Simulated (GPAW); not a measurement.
Input of a GPAW 26.7.0 run:

File run.py:

```python
from ase.dft.bandgap import bandgap
from ase.io import read, write
from ase.units import Bohr, GPa
from gpaw import GPAW, PW
from gpaw.elf import elf_from_dft_calculation

atoms = read('PbSe.xyz')

calc = GPAW(mode=PW(600),
            xc='PBE',
            kpts={'size': (8, 8, 8), 'gamma': True},
            occupations={'name': 'methfessel-paxton', 'order': 0, 'width': 0.018000000000000002},
            nbands=19,
            convergence={'density': 1e-05, 'energy': 1e-05},
            maxiter=150,
            txt='gpaw.txt')
atoms.calc = calc
energy = atoms.get_potential_energy()
forces = atoms.get_forces()
stress = atoms.get_stress()
calc.write('gs.gpw')
write('result.traj', atoms)
print(f'Energy: {energy:.6f} eV')
print('Forces (eV/A):')
print(forces.round(4))
print('Stress (GPa):', (stress / GPa).round(3))
print('Fermi level:', round(calc.get_fermi_level(), 4), 'eV')
print(f'Gap: {bandgap(calc)[0]:.4f} eV, direct: {bandgap(calc, direct=True)[0]:.4f} eV')

# fields on the real-space grid
write('density.cube', atoms, data=calc.get_pseudo_density() * Bohr**3)
write('potential.cube', atoms, data=calc.get_electrostatic_potential())
write('elf.cube', atoms, data=elf_from_dft_calculation(calc).data)
```

The input PbSe.xyz:

```xyz
2
Lattice="0.0000000000 3.0606500000 3.0606500000 3.0606500000 0.0000000000 3.0606500000 3.0606500000 3.0606500000 0.0000000000" Properties=species:S:1:pos:R:3 pbc="T T T"
Pb     0.0000000000      0.0000000000      0.0000000000
Se     3.0606500000      3.0606500000      3.0606500000
```

Potentials or basis: GPAW PAW data sets (gpaw-data 1.2.1), pw.

Run with:

```sh
$ OMP_NUM_THREADS=1 python run.py
```

Q: What does it give for the band gap on the k mesh?

A: 0.24 eV, direct.

Q: Estimate the pressure.

A: 2.2 GPa.

Caveat: spin-orbit coupling is left out, which as a rule narrows the gap of such compounds by several tenths of an eV.

**What was measured.**

From a printed reference work, monograph, for a bulk crystal of PbSe at 300 K: band gap 0.28 eV (direct).

Against the measured gap of PbSe, 0.28 eV (direct; 300 K; a printed reference work, monograph), the calculated 0.24 eV is off by -0.04 eV. 2 values of this kind are on record (0.15 to 0.28 eV); this one was drawn at random. Spin-orbit coupling on Pb, Se is left out. The value is that of PBE on a finite k mesh, which can miss the band edges, without temperature or zero-point motion. Semilocal functionals fall short of measured gaps as a rule.
